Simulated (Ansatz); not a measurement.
Pt: equation of state with HSE06

Pt:

```
CELL_PARAMETERS angstrom
-1.58422 1.58422 1.58422
1.58422 -1.58422 1.58422
1.58422 1.58422 -1.58422
ATOMIC_POSITIONS crystal
Pt 0.00000 0.00000 0.00000
```

This isn't the form of Pt at room conditions, which is fcc.

```
Program             : Ansatz 0.2.0
Task                : equation of state
Functional          : HSE06
Potentials or basis : Ansatz PAW
Cutoff              : 420 eV
Density cutoff      : 1680 eV
k mesh              : 8 × 8 × 8
Occupations         : fermi-dirac, width 0.05 eV
Spin                : no spin polarisation
```

* Equilibrium volume: 15.40 Å³/atom
* Bulk modulus: 262 GPa
* Pressure derivative of the bulk modulus: 5.5

Energy against volume, from the lowest point:
| volume (Å³/atom) | energy (meV/atom) |
| --- | --- |
| 14.950 | 10.63 |
| 15.268 | 0.00 |
| 15.586 | 0.70 |
| 15.904 | 11.41 |
| 16.222 | 30.83 |
| 16.540 | 57.88 |
| 16.858 | 91.53 |

All runs of the series together: 95 s on 2 threads of AMD EPYC 7R13 Processor (Zen 3), on a shared host.

Caveat: the PAW data sets were made with another functional, which shifts forces and pressure a little. Spin-orbit coupling is left out, which matters for the levels of Pt.
